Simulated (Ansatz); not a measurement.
**Energy ranking of In2Ga3As5 structures**

These are results of Ansatz, DFT PBE, scalar-relativistic, plane waves, PAW, not measurements. All cells share a 420 eV cutoff and Γ-centred k meshes spaced at most about 0.3 Å⁻¹ (about 0.25 or finer for metals, 2π included). No spin polarisation.

The zero of energy is the elements' standard structures at the same level; no fitted shifts are applied.

Temperature and zero-point effects are left out. The comparison covers the computed candidates alone. For metals, differences of a few meV/atom aren't resolved. The zero gap of I-4m2 at 26.0 Å³/atom, R3m may come from the functional, which often closes small gaps. The reference form of As is held partly by dispersion forces, which this level lacks.

Invented guesses were relaxed alike, and ends that match in structure were merged. ΔE counts from the first row. Coordination counts As atoms around Ga and In (those within 1.25 times the shortest such distance or 1.15 times the sum of covalent radii, 1.27 where that leaves under three). The ends were matched against large subsets of the Crystallography Open Database and the Materials Project, so a missing match doesn't prove that a structure is unreported.

| # | reached from | type and space group | atoms | Å³/atom | coordination | ΔE (meV/atom) | gap on mesh (eV) | in databases |
| --- | --- | --- | --- | --- | --- | --- | --- | --- |
| 1 | In and Ga ordered on zinc blende sites | I-4m2 (No. 119) | 10 | 26.0 | In 4, Ga 4 | 0 | 0.00 | no match |
| 2 | In and Ga ordered on zinc blende sites | I-4m2 (No. 119) | 10 | 26.0 | In 4, Ga 4 | 0 | 0.00 | no match |
| 3 | In and Ga ordered on zinc blende sites | R3m (No. 160) | 10 | 26.1 | In 4, Ga 4 | 9 | 0.00 | no match |

The first two are tied within the noise. The first: Space group I-4m2 (No. 119), tetragonal, a = 4.178 Å, c = 29.785 Å. In has 4 As at 2.64–2.65 Å; Ga on a site of symmetry 2mm has 4 As at 2.51–2.52 Å; Ga on a site of symmetry -4m2 is surrounded by 4 As at 2.52 Å; around As on a site of symmetry 2mm lie 2 Ga at 2.51 Å and 2 In at 2.65 Å; As on a site of symmetry -4m2 is surrounded by 4 In at 2.64 Å; 1 more site not described. Its energy over the elements is −0.29 eV/atom. Whether it is stable depends on the other phases of the system, which aren't compared here. An observed structure of this formula, if there is one, may be missing.

```cif
data_structure
_symmetry_space_group_name_H-M 'P 1'
_symmetry_Int_Tables_number 1
_cell_length_a 15.1826
_cell_length_b 15.1826
_cell_length_c 15.1826
_cell_angle_alpha 164.182
_cell_angle_beta 164.182
_cell_angle_gamma 22.442
_cell_volume 259.99
loop_
_atom_site_label
_atom_site_type_symbol
_atom_site_fract_x
_atom_site_fract_y
_atom_site_fract_z
_atom_site_occupancy
In1 In 0.19570 0.19570 0.00000 1
In2 In 0.80430 0.80430 0.00000 1
Ga1 Ga 0.59424 0.59424 0.00000 1
Ga2 Ga 0.40576 0.40576 0.00000 1
Ga3 Ga 0.00000 0.00000 0.00000 1
As1 As 0.14096 0.64096 0.50000 1
As2 As 0.75000 0.25000 0.50000 1
As3 As 0.35904 0.85904 0.50000 1
As4 As 0.95291 0.45291 0.50000 1
As5 As 0.54709 0.04709 0.50000 1
```

The second: Space group I-4m2 (No. 119), tetragonal, a = 4.178 Å, c = 29.768 Å. Around In lie 4 As at 2.65 Å; Ga on a site of symmetry -4m2 has 4 As at 2.51 Å; Ga on a site of symmetry 2mm has 4 As at 2.51–2.52 Å; As on a site of symmetry 2mm has 2 Ga at 2.51 Å and 2 In at 2.65 Å; 2 more sites not described. Counting As atoms around Ga and In, the first and the second both have In 4, Ga 4. Shaken at random and relaxed again, row 2 came back. Cells without such a test can be saddle points.
